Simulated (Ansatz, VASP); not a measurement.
One calculation of AlCo, two programs

```xyz
2
Lattice="2.8633 0.0000 0.0000 -1.4317 2.4797 0.0000 0.0000 0.0000 4.2812" Properties=species:S:1:pos:R:3 pbc="T T T"
Co    0.0000    0.0000    0.0000
Al    0.0000    1.6531    2.1406
```

Alike in both runs: task single point; functional PBE; k mesh 18 × 18 × 10; occupations gaussian, width 0.1 eV; collinear spin.

```csv
,VASP,Ansatz
version,VASP 6.6.1,Ansatz 0.2.0
potentials or method,"VASP PAW PBE potentials, release 64 (Co, Al)","scalar-relativistic, plane waves, PAW"
plane-wave cutoff (eV),520,420
valence electrons in the cell,12,20
```

```tsv
	VASP	Ansatz	Ansatz less VASP
gap on the k mesh at the Fermi level (eV)	none	none	-
pressure (GPa)	-20.6	-20.7	-0.08
largest component of the traceless stress (GPa)	8.02	7.90	-0.122
net moment per atom (μB)	0.50	0.51	+0.009
size of the moment on the site where the two differ most (μB)	1.12	1.15	+0.033
```

Site moments also hang on the region over which each program counts them. A gap of «none» marks a metal or a gap that the smearing closes. The two sets of potentials don't hold the same shells in valence.

Caveats: so large a pressure means that the cell lies far from this level's equilibrium, or that cutoff or potentials fall short (VASP).
